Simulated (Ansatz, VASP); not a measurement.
## One calculation of Si, two programs

```
Si
1.0
    -1.57604    1.57604    1.40695
     1.57604   -1.57604    1.40695
     1.57604    1.57604   -1.40695
Si
1
Direct
  0.00000 0.00000 0.00000
```

Alike in both runs: task single point; functional LDA; k mesh 26 × 26 × 26; occupations gaussian, width 0.15 eV; no spin polarisation.

|  | VASP | Ansatz |
| --- | --- | --- |
| version | VASP 6.6.1 | Ansatz 0.2.0 |
| potentials or method | VASP PAW LDA potentials, release 64 (Si) | scalar-relativistic, plane waves, PAW |
| plane-wave cutoff (eV) | 520 | 420 |
| valence electrons in the cell | 4 | 4 |

Ansatz gave:

```
gap on the k mesh at the Fermi level (eV)       : none
pressure (GPa)                                  : 0.1
largest component of the traceless stress (GPa) : 3.02
```

Task: What did VASP give for the same quantities?

Result: gap on the k mesh at the Fermi level (eV): none; pressure (GPa): 0.2; largest component of the traceless stress (GPa): 3.06.

A gap of «none» marks a metal or a gap that the smearing closes.
